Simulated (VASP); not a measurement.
# AlP (F-43m) in VASP: notebook

Runs on AlP. Level: PBE+D3(BJ). Tasks: single point, relaxation of cell and atoms.

Everything below comes from runs of VASP 6.6.1. Logs are shortened: lines on timing, memory, paths and dates and some standing lists are left out, and cuts for length are marked.

**1. The structure**

The structure is cubic, space group F-43m (No. 216). The conventional cell has a = 5.507 Å, b = 5.507 Å, c = 5.507 Å, α = 90.00°, β = 90.00°, γ = 90.00°. Al (site symmetry -43m) has 4 P at 2.38 Å as nearest neighbours. P (site symmetry -43m) has 4 Al at 2.38 Å as nearest neighbours.

**2. Single point, PBE+D3(BJ) (relaxed again under DFT PBE+D3(BJ), scalar-relativistic, plane waves, PAW)**

INCAR

```
ALGO = Fast
EDIFF = 1E-7
ENCUT = 520
GGA = PE
ISIF = 2
ISMEAR = 0
IVDW = 12
LASPH = T
LCHARG = F
LREAL = F
LWAVE = F
NBANDS = 11
NELM = 100
PREC = Accurate
SIGMA = 0.02
```

KPOINTS

```
k-points
0
Gamma
  8 8 8
```

POSCAR

```
AlP
1.0
    0.0000000000      2.7259516437      2.7259516437
    2.7259516437      0.0000000000      2.7259516437
    2.7259516437      2.7259516437      0.0000000000
Al P
1 1
Direct
    0.0000000000      0.0000000000      0.0000000000
    0.2500000000      0.2500000000      0.2500000000
```

Potentials or basis: VASP PAW PBE potentials, release 64 (Al, P).

Command:

```sh
$ cat potpaw_PBE.64/Al/POTCAR potpaw_PBE.64/P/POTCAR > POTCAR
$ mpirun -np 1 vasp_std > vasp.out
```

OUTCAR:

```text
EDIFF = 1E-7
   ENCUT = 520
   GGA = PE
   ISIF = 2
   ISMEAR = 0
   IVDW = 12
   LASPH = T
   LREAL = F
   NELM = 100
   PREC = Accurate
 IVDW          = 12

 ion  position               nearest neighbor table
   1  0.000  0.000  0.000-   2 2.36   2 2.36   2 2.36   2 2.36
   2  0.250  0.250  0.250-   1 2.36   1 2.36   1 2.36   1 2.36

  LATTYP: Found a face centered cubic cell.
 ALAT       =     5.4519032874

  Lattice vectors:

 A1 = (   0.0000000000,   2.7259516437,   2.7259516437)
 A2 = (   2.7259516437,   0.0000000000,   2.7259516437)
 A3 = (   2.7259516437,   2.7259516437,   0.0000000000)

Analysis of symmetry for initial positions (statically):
=====================================================================
 Subroutine PRICEL returns:
 Original cell was already a primitive cell.

 Routine SETGRP: Setting up the symmetry group for a
 face centered cubic supercell.

 Subroutine GETGRP returns: Found 24 space group operations
 (whereof 24 operations were pure point group operations)
 out of a pool of 48 trial point group operations.

The static configuration has the point symmetry T_d .

Analysis of symmetry for dynamics (positions and initial velocities):
=====================================================================
 Subroutine PRICEL returns:
 Original cell was already a primitive cell.

 Routine SETGRP: Setting up the symmetry group for a
 face centered cubic supercell.

 Subroutine GETGRP returns: Found 24 space group operations
 (whereof 24 operations were pure point group operations)
 out of a pool of 48 trial point group operations.

The dynamic configuration has the point symmetry T_d .

 Subroutine INISYM returns: Found 24 space group operations
 (whereof 24 operations are pure point group operations),
 and found     1 'primitive' translations

----------------------------------------------------------------------------------------

                                     Primitive cell

  volume of cell :      40.5121

  direct lattice vectors                    reciprocal lattice vectors
     0.000000000  2.725951644  2.725951644    -0.183422183  0.183422183  0.183422183
     2.725951644  0.000000000  2.725951644     0.183422183 -0.183422183  0.183422183
     2.725951644  2.725951644  0.000000000     0.183422183  0.183422183 -0.183422183

  length of vectors
     3.855077785  3.855077785  3.855077785     0.317696539  0.317696539  0.317696539

  position of ions in fractional coordinates (direct lattice)
     0.000000000  0.000000000  0.000000000
     0.250000000  0.250000000  0.250000000

  ion indices of the primitive-cell ions
   primitive index   ion index
                 1           1
                 2           2

----------------------------------------------------------------------------------------

 KPOINTS: k-points

Automatic generation of k-mesh.
 Grid dimensions read from file:
 generate k-points for:    8    8    8

 Generating k-lattice:

  Cartesian coordinates                     Fractional coordinates (reciprocal lattice)
    -0.022927773  0.022927773  0.022927773     0.125000000  0.000000000  0.000000000
     0.022927773 -0.022927773  0.022927773     0.000000000  0.125000000  0.000000000
     0.022927773  0.022927773 -0.022927773     0.000000000  0.000000000  0.125000000

  Length of vectors
     0.039712067  0.039712067  0.039712067

  Shift w.r.t. Gamma in fractional coordinates (k-lattice)
     0.000000000  0.000000000  0.000000000

 Subroutine IBZKPT returns following result:
 ===========================================

 Found     29 irreducible k-points:

 Following reciprocal coordinates:
            Coordinates               Weight
  0.000000  0.000000  0.000000      1.000000
  0.125000  0.000000  0.000000      8.000000
  0.250000  0.000000  0.000000      8.000000
  0.375000  0.000000  0.000000      8.000000
  0.500000  0.000000  0.000000      4.000000
  0.125000  0.125000  0.000000      6.000000
[... 16 lines left out ...]
  0.500000  0.250000  0.125000     48.000000
 -0.375000  0.250000  0.125000     24.000000
 [... further k-points ...]
   k-points           NKPTS =     29   k-points in BZ     NKDIM =     29   number of bands    NBANDS=     11
   number of dos      NEDOS =    301   number of ions     NIONS =      2
   total plane-waves  NPLWV =  27000
   dimension x,y,z NGX =    30 NGY =   30 NGZ =   30
   dimension x,y,z NGXF=    60 NGYF=   60 NGZF=   60
   ions per type =               1   1
   NGX,Y,Z   is equivalent  to a cutoff of  12.94, 12.94, 12.94 a.u.
   NGXF,Y,Z  is equivalent  to a cutoff of  25.87, 25.87, 25.87 a.u.
 SYSTEM =  unknown system
   PREC   = accura    normal or accurate (medium, high low for compatibility)
   ISTART =      0    job   : 0-new  1-cont  2-samecut
   ICHARG =      2    charge: 1-file 2-atom 10-const
   ISPIN  =      1    spin polarized calculation?
   LNONCOLLINEAR =      F non collinear calculations
   LSORBIT =      F    spin-orbit coupling
   LASPH  =      T    aspherical Exc in radial PAW
   ENCUT  =  520.0 eV  38.22 Ry    6.18 a.u.   7.17  7.17  7.17*2*pi/ulx,y,z
   NELM   =    100;   NELMIN=  2; NELMDL= -5     # of ELM steps
   EDIFF  = 0.1E-06   stopping-criterion for ELM
   LREAL  =      F    real-space projection
   EDIFFG = 0.1E-05   stopping-criterion for IOM
   NSW    =      0    number of steps for IOM
   IBRION =     -1    ionic relax: 0-MD 1-quasi-New 2-CG
   NFREE  =      0    steps in history (QN), initial steepest desc. (CG)
   ISIF   =      2    stress and relaxation
   ISYM   =      2    0-nonsym 1-usesym 2-fastsym
   POTIM  = 0.5000    time-step for ionic-motion
   TEBEG  =    0.0;   TEEND  =   0.0 temperature during run
   PSTRESS=    0.0 pullay stress
   NELECT =       8.0000    total number of electrons
   NUPDOWN=      -1.0000    fix difference up-down
   EMIN   =  10.00;   EMAX   =-10.00  energy-range for DOS
   EFERMI =   0.00;   METHOD = LEGACY
   ISMEAR =     0;   SIGMA  =   0.02  broadening in eV -4-tet -1-fermi 0-gaus
   EFERMI_NEDOS =   21; number of points for ismear=-14 and -15
   IALGO  =     68    algorithm
   IMIX   =      4    mixing-type and parameters
     AMIX     =   0.40;   BMIX     =  1.00
     AMIX_MAG =   1.60;   BMIX_MAG =  1.00
  volume/ion in A,a.u.               =      20.26       136.69
  Fermi-wavevector in a.u.,A,eV,Ry     =   0.953330  1.801533 12.365498  0.908838
  Thomas-Fermi vector in A             =   2.081975
   LORBIT       =      0    0 simple, 1 ext, 2 COOP (PROOUT), +10 PAW based schemes
   GGA     = PE    functional components
   LHFCALC =     F    Hartree Fock is set to
   AEXX    =    0.0000 exact exchange contribution
   IVDW    =    12    specifies the selected vdW correction
   LEPSILON=     F    determine dielectric tensor
   LRPA    =     F    only Hartree local field effects (RPA)
 non-spin polarized calculation
 RMM-DIIS sequential band-by-band and
 Gauss-broadening in eV      SIGMA  =   0.02
  energy-cutoff  :      520.00
  volume of cell :       40.51
 maximum number of plane-waves:      1106
 NGX is ok and might be reduce to    30
   NGX = 15   NGY = 15   NGZ = 15

 number of electron       7.9999999 magnetization

 Free energy of the ion-electron system (eV)
  ---------------------------------------------------
  ext. energy  EPLUGINS =         0.00000000
  ---------------------------------------------------
  free energy    TOTEN  =       -10.36717186 eV

  energy without entropy =      -10.36717186  energy(sigma->0) =      -10.36717186

 E-fermi :   4.7866     XC(G=0):  -9.2261

 val. band max:        4.6214827048   @ k =   0.0000   0.0000   0.0000
 cond. band min:       6.1918620632   @ k =   0.5000   0.5000   0.0000
 fundamental gap:      1.5703793583
 Fermi energy:         4.7866388187

 k-point     1 :       0.0000    0.0000    0.0000
  band No.  band energies     occupation
      1      -6.9095      2.00000
      2       4.6215      2.00000
      3       4.6215      2.00000
      4       4.6215      2.00000
      5       7.9656      0.00000
      6       9.1892      0.00000
      7       9.1892      0.00000
      8       9.1892      0.00000
      9      13.4613      0.00000
     10      13.4613      0.00000
     11      14.9436      0.00000

 k-point     2 :       0.1250    0.0000    0.0000
  band No.  band energies     occupation
      1      -6.7363      2.00000
      2       3.3974      2.00000
      3       4.4727      2.00000
      4       4.4727      2.00000
      5       8.3620      0.00000
      6       9.4739      0.00000
      7       9.4739      0.00000
      8       9.7340      0.00000
      9      12.9716      0.00000
     10      12.9716      0.00000
     11      15.5748      0.00000

 k-point     3 :       0.2500    0.0000    0.0000
  band No.  band energies     occupation
      1      -6.2484      2.00000
      2       1.4404      2.00000
      3       4.1773      2.00000
      4       4.1773      2.00000
      5       7.9683      0.00000
      6       9.7788      0.00000
      7       9.7788      0.00000
      8      11.5877      0.00000
      9      12.9525      0.00000
     10      12.9525      0.00000
     11      15.0164      0.00000
[... 267 lines left out ...]
 k-point    23 :       0.5000    0.2500    0.1250
  band No.  band energies     occupation
      1      -5.2339      2.00000
      2       0.0001      2.00000
      3       2.1513      2.00000
      4       3.3193      2.00000
      5       8.5822      0.00000
      6       9.4310      0.00000
      7      10.6767      0.00000
      8      11.7488      0.00000
      9      14.1297      0.00000
     10      15.9998      0.00000
     11      17.4827      0.00000

 k-point    24 :      -0.3750    0.2500    0.1250
  band No.  band energies     occupation
      1      -4.9042      2.00000
      2      -0.5639      2.00000
      3       2.0172      2.00000
      4       3.1309      2.00000
      5       8.5783      0.00000
      6       9.1651      0.00000
      7      11.5302      0.00000
      8      12.3463      0.00000
      9      13.6468      0.00000
     10      16.1124      0.00000
     11      17.3957      0.00000

 [... further k-points ...]

------------------------ aborting loop because EDIFF is reached ----------------------------------------

 Edisp (eV)   -0.61913

 E8    (eV) :    -0.2563

  FORCE on cell =-STRESS in cart. coord.  units (eV):
  Direction    XX          YY          ZZ          XY          YZ          ZX
  --------------------------------------------------------------------------------------
  -------------------------------------------------------------------------------------
  Total      -0.02212    -0.02212    -0.02212    -0.00000     0.00000     0.00000
  in kB      -0.87468    -0.87468    -0.87468    -0.00000     0.00000     0.00000
  external pressure =       -0.87 kB  Pullay stress =        0.00 kB

 VOLUME and BASIS-vectors are now :
 -----------------------------------------------------------------------------
  energy-cutoff  :      520.00
  volume of cell :       40.51
      direct lattice vectors                 reciprocal lattice vectors
     0.000000000  2.725951644  2.725951644    -0.183422183  0.183422183  0.183422183
     2.725951644  0.000000000  2.725951644     0.183422183 -0.183422183  0.183422183
     2.725951644  2.725951644  0.000000000     0.183422183  0.183422183 -0.183422183

 POSITION                                       TOTAL-FORCE (eV/Angst)
 -----------------------------------------------------------------------------------
      0.00000      0.00000      0.00000        -0.000000     -0.000000     -0.000000
      1.36298      1.36298      1.36298         0.000000      0.000000      0.000000
 -----------------------------------------------------------------------------------
    total drift:                               -0.000000     -0.000000     -0.000000

  FREE ENERGIE OF THE ION-ELECTRON SYSTEM (eV)
  ---------------------------------------------------
  free  energy   TOTEN  =       -10.9863017628 eV

  energy  without entropy=      -10.9863017628  energy(sigma->0) =      -10.98630176
```

Wall time 18 s (1 thread of Intel Xeon Platinum 8488C (Sapphire Rapids), shared host); peak memory 0.16 GiB.

What came out:

```yaml
Free_energy: -10.9863 eV
Pressure: -0.1 GPa
Band_gap_on_the_k_mesh: 1.57 eV, indirect (least direct gap 3.34 eV)
Dispersion_energy_per_atom: -0.310 eV
```

**3. Relaxation of cell and atoms, PBE+D3(BJ)**

INCAR

```
PREC = Accurate
ENCUT = 600
EDIFF = 1E-7
ISMEAR = 0
SIGMA = 0.02
LREAL = F
LASPH = T
NELM = 100
ALGO = Fast
ISIF = 3
LWAVE = F
LCHARG = F
GGA = PE
IVDW = 12
IBRION = 2
NSW = 70
EDIFFG = -0.005
```

KPOINTS

```
Automatic mesh
0
Gamma
  8 8 8
```

POSCAR

```
AlP
1.0
    0.0000000000      2.7534005752      2.7534005752
    2.7534005752      0.0000000000      2.7534005752
    2.7534005752      2.7534005752      0.0000000000
Al P
1 1
Direct
    0.0000000000      0.0000000000      0.0000000000
    0.2500000000      0.2500000000      0.2500000000
```

Potentials or basis: VASP PAW PBE potentials, release 64 (Al, P).

Command:

```sh
$ cat potpaw_PBE.64/Al/POTCAR potpaw_PBE.64/P/POTCAR > POTCAR
$ mpirun -np 1 vasp_std > vasp.out
```

It took 34 s on 1 thread of Intel Xeon Platinum 8488C (Sapphire Rapids), shared host; peak memory 0.18 GiB.

Results (log left out):

| Quantity | Value |
| --- | --- |
| Free energy | -10.9866 eV |
| Relaxed volume | 20.24 Å³/atom |
| Relaxed cell | a = 3.854 Å, b = 3.854 Å, c = 3.854 Å, α = 60.00°, β = 60.00°, γ = 60.00° |
| Space group after relaxing (to 0.05 Å) | F-43m (No. 216) |
| Energy gained by relaxing | 5.2 meV/atom |
| Ionic steps | 3 |
| Pressure after relaxing | 0.0 GPa |
| Band gap on the k mesh | 1.57 eV, indirect (least direct gap 3.35 eV) |
| Dispersion energy per atom | -0.310 eV |

Step by step:
```
step  energy change (eV)  largest force (eV/Å)  pressure (GPa)  volume (Å³)
   1              0.0000                0.0000           -2.58        41.75
   2             -0.0068                0.0000            1.67        39.75
   3             -0.0105                0.0000            0.00        40.48
```

Final structure:
```cif
data_structure
_symmetry_space_group_name_H-M 'P 1'
_symmetry_Int_Tables_number 1
_cell_length_a 3.8540
_cell_length_b 3.8540
_cell_length_c 3.8540
_cell_angle_alpha 60.000
_cell_angle_beta 60.000
_cell_angle_gamma 60.000
_cell_volume 40.48
loop_
_atom_site_label
_atom_site_type_symbol
_atom_site_fract_x
_atom_site_fract_y
_atom_site_fract_z
_atom_site_occupancy
Al1 Al 0.00000 0.00000 0.00000 1
P1 P 0.25000 0.25000 0.25000 1
```

Levels at points of the mesh, in eV from the valence-band top:
| k point | band 1 | band 2 | band 3 | band 4 | band 5 | band 6 | band 7 | band 8 |
| --- | --- | --- | --- | --- | --- | --- | --- | --- |
| (0.00, 0.00, 0.00) | -11.54 | 0.00 | 0.00 | 0.00 | 3.35 | 4.57 | 4.57 | 4.57 |
| (0.50, 0.00, 0.00) | -9.84 | -5.55 | -0.77 | -0.77 | 2.84 | 4.82 | 4.82 | 8.29 |
| (0.50, 0.50, 0.00) | -9.17 | -5.33 | -2.11 | -2.11 | 1.57 | 2.47 | 11.12 | 11.12 |

A k mesh can miss the band edges.
